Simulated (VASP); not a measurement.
## GaP: single point with PBE

**What was measured.**

“Stacking defects in GaP nanowires: Electronic structure and optical properties”, 2018, arxiv:1810.01194 quotes, for a bulk crystal of GaP at 10 K: band gap 2.34 eV (indirect).

The system is GaP.

```xyz
2
Lattice="0.0000 2.7252 2.7252 2.7252 0.0000 2.7252 2.7252 2.7252 0.0000" Properties=species:S:1:pos:R:3 pbc="T T T"
Ga    0.0000    0.0000    0.0000
P     4.0879    4.0879    4.0879
```

- Program: VASP 6.6.1
- Task: single point
- Functional: PBE
- Potentials or basis: VASP PAW PBE potentials, release 64 (Ga_d, P)
- Cutoff: 520 eV
- k mesh: 8 × 8 × 8
- Occupations: gaussian, width 0.03 eV
- Spin: no spin polarisation
- Further INCAR settings: ALGO = Fast; EDIFF = 1e-06; NBANDS = 16

```
Pressure               : 2.4 GPa
Band gap on the k mesh : 1.64 eV, indirect (least direct gap 1.83 eV)
```

Levels at points of the mesh, in eV from the valence-band top:
```csv
k point,band 5,band 6,band 7,band 8,band 9,band 10,band 11,band 12,band 13,band 14
"(0.00, 0.00, 0.00)",-14.45,-12.49,0.00,0.00,0.00,1.83,3.89,3.89,3.89,8.81
"(0.50, 0.00, 0.00)",-14.44,-10.43,-6.63,-1.12,-1.12,1.67,4.72,4.72,8.29,10.89
"(0.50, 0.50, 0.00)",-14.43,-9.53,-6.75,-2.68,-2.68,1.65,1.82,10.60,10.60,11.20
```

Wall time 21 s on 1 thread of Intel(R) Xeon(R) Platinum 8488C (Sapphire Rapids) (shared host), peak memory 0.16 GiB.

A measured gap of GaP is 2.34 eV (indirect; 10 K; quoted in “Stacking defects in GaP nanowires: Electronic structure and optical properties”, 2018, arxiv:1810.01194); the calculated 1.64 eV misses it by -0.70 eV. Spin-orbit coupling on Ga is left out. The value is that of PBE on a finite k mesh, which can miss the band edges, without temperature or zero-point motion. Semilocal functionals fall short of measured gaps as a rule.
